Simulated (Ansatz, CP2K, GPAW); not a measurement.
## HfN: 4 runs at one level of theory

```
Hf N
1.0
     3.19047    0.00000    0.00000
     1.59523    2.76302    0.00000
     1.59523    0.92101    2.60500
Hf N
1 1
Direct
  0.00000 0.00000 0.00000
  0.50000 0.50000 0.50000
```

Alike in all runs: task single point; functional PBE; k mesh 10 × 10 × 10; occupations gaussian, width 0.05 eV; no spin polarisation; no spin-orbit coupling. Pressure is positive in compression and, in plane waves, holds the error of the finite cutoff, which Ansatz's Pulay term estimates and takes out.

```json
{"program and potentials": "Ansatz, Ansatz PAW", "plane-wave cutoff (eV)": "420", "notes": "15.5 valence electrons an atom on average; Pulay term of +0.50 GPa included", "band gap (eV)": "no gap", "pressure (GPa)": "6.59"}
{"program and potentials": "GPAW, GPAW PAW data sets (gpaw-data 1.2.1)", "plane-wave cutoff (eV)": "800", "notes": "8.5 valence electrons an atom on average", "band gap (eV)": "no gap", "pressure (GPa)": "6.71"}
{"program and potentials": "CP2K, POTENTIAL_UZH Hf GTH-PBE-q12, N GTH-PBE-q5; TZVP-MOLOPT-PBE-GTH basis", "plane-wave cutoff (eV)": "-", "notes": "atomic basis; 8.5 valence electrons an atom on average", "band gap (eV)": "no gap", "pressure (GPa)": "2.06"}
{"program and potentials": "Ansatz, all-electron LAPW, scalar-relativistic", "plane-wave cutoff (eV)": "-", "notes": "-", "band gap (eV)": "no gap", "pressure (GPa)": "6.65"}
```

None finds a gap. The pressure spans 2.06 (CP2K, POTENTIAL_UZH Hf GTH-PBE-q12, N GTH-PBE-q5; TZVP-MOLOPT-PBE-GTH basis) to 6.71 GPa (GPAW, GPAW PAW data sets (gpaw-data 1.2.1)), with all-electron results at 6.65. Rows in atomic bases carry the error of their basis and grid, which can be large.

Differences between rows come from potentials, basis sets and numerical settings, since the functional is the same but for its coding. Runs on potential files found faulty are left out.
